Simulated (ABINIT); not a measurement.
**Ge: single point with PBEsol**

Crystal: Ge.

```
Ge
1.0
     0.00000    2.83990    2.83990
     2.83990    0.00000    2.83990
     2.83990    2.83990    0.00000
Ge
2
Direct
  0.75000 0.75000 0.75000
  0.50000 0.50000 0.50000
```

The cell isn't the ideal one: cell relaxed.

| Quantity | Value |
| --- | --- |
| Program | ABINIT 10.8.3 (patched build) |
| Task | single point |
| Functional | PBEsol |
| Potentials or basis | PseudoDojo NC SR PBEsol v0.4.1 standard |
| Cutoff | 1061 eV |
| k mesh | 6 × 6 × 6 |
| Occupations | fermi-dirac, width 0.05 eV |
| Spin | no spin polarisation |

```
Pressure                                              : 0.0 GPa
Band gap on the k mesh                                : none (metal or under the smearing width)
Valence electrons inside the program's atomic spheres : Ge 11.55, 11.56 (radii [1.0584] Å)
```

Levels at points of the mesh, in eV from the Fermi level:
```tsv
k point	band 12	band 13	band 14	band 15	band 16	band 17
(0.00, 0.00, 0.00)	-0.12	0.00	0.00	0.00	2.53	2.53
(0.50, 0.00, 0.00)	-7.57	-1.39	-1.39	0.09	3.70	3.70
(0.50, 0.50, 0.00)	-8.86	-3.04	-3.04	0.68	0.68	9.39
```

Run time: 7.5 s on 4 MPI ranks on Intel(R) Xeon(R) 6975P-C (Granite Rapids), on a shared host, peak memory 0.32 GiB a rank.

Caveat: this crystal is a semiconductor, whose small gap the functional closes, so the metal is an error of the method.
